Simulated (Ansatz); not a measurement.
An input for Ansatz 0.2.0 (P (buckled honeycomb monolayer)):

```yaml
crystal:
  lattice:
    - [3.3299808017, 0.0, 0.0]
    - [-1.6649904009, 2.8412295255, 0.0]
    - [0.0, 0.0, 25.7]
  atoms:
    - { symbol: P, position: [0.3330077456, 0.6660154911, 0.4759989159] }
    - { symbol: P, position: [0.6669922544, 0.3339845089, 0.5240010841] }
  periodic: [true, true, false]
kpoints:
  mp_grid: { grid: [6, 6, 1] }
hamiltonian:
  xc: pbe
  pseudopotentials: { kind: paw, azcp: { folder: soft_1 } }
scf:
  occupations: { method: fixed }
gw:
  n_empty_bands: 252
  ecut_chi: 60.0
  qp_bands: [v2, c2]
  qp_kpoints: band_edges
  screening: { model: contour_deformation }
```

```sh
ansatz run input.yaml --threads 4 --pin off --max-ram 17510MiB --backend cpu --events-out ev --progress --plain --runs-dir out
```

Question: Estimate wall time and host memory on 4 threads of AMD EPYC 9R45, shared host.

It took 21 s; on shared hardware allow 10 s to 42 s. Peak host memory was 1.3 GiB. The sizes that set the cost: 4841 plane waves a state, 13 irreducible k points, 257 bands summed, 253 plane waves in the screening and 6 SCF cycles.

The screening grows as filled bands × empty bands × pairs of k points, times the square of the screening basis for the matrix.

[Paths, hosts, dates, memory and timing lines, banners, echoed tables and standing remarks are left out of the program output.]

[Logs are printed without paths, hosts, clocks, repeated set-up lines and the standing remarks that a program may print on its own settings, such as how far it seeks lower states.]

[Runs of the session that timed out or met a known fault of the program may be left out.]

[Cells called generated may have been cut or substituted from an entry of the Crystallography Open Database or the Materials Project.]

[Hosts, paths, dates, database ids (printed as entryN), source tags and the programs' standing remarks are cut or masked in the printed files.]
